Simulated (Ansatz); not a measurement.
**Equation of state of ZrN**

A database entry relaxed whole under r2SCAN (Fm-3m):

```
Zr N
1.0
     0.00000    2.29329    2.29329
     2.29329    0.00000    2.29329
     2.29329    2.29329    0.00000
Zr N
1 1
Cartesian
  2.2933 2.2933 2.2933
  0.0000 0.0000 0.0000
```

The cell was scaled uniformly, its shape held, and the atoms relaxed at each volume with plane-wave PAW DFT (Ansatz 0.2.0; r2SCAN, 500 eV, 13×13×13 Γ-centred mesh, fermi-dirac occupations of width 0.100 eV; no spin, no spin-orbit coupling). One row is withheld.

| volume (Å³/atom) | energy over the lowest (meV/atom) | pressure (GPa) |
| --- | --- | --- |
| 11.337 | 39.3 | 18.53 |
| 11.578 | 16.8 | 11.70 |
| 11.820 | ? | ? |
| 12.061 | 0.0 | 0.03 |
| 12.302 | 3.9 | -4.95 |
| 12.543 | 14.9 | -9.42 |
| 12.784 | 32.3 | -13.45 |

**Question.** Fit the pressures of the other rows to the third-order Birch-Murnaghan form.

**Answer.** With f = [(V₀/V)^(2/3) − 1]/2 and P = 3B₀f(1 + 2f)^(5/2)[1 + 3(B₀′ − 4)f/2], least squares gives V₀ = 12.06 Å³ an atom, B₀ = 262 GPa and B₀′ = 4.3; the rows miss the fit by less than 0.01 GPa. The slope of the energies differs from these pressures by 0.09 GPa, since they are taken to zero smearing while pressures follow the free energy.

**Question.** What does the withheld row hold?

**Answer.** The fit gives 5.55 GPa at 11.820 Å³; the run gave 5.56 GPa and 4.0 meV an atom.

Caveats: the shape of the cell was held; 0 K, fixed nuclei; the symmetry was kept, and this need not be the phase that is stable at 0 K; one mesh for all volumes; pressure is positive in compression.
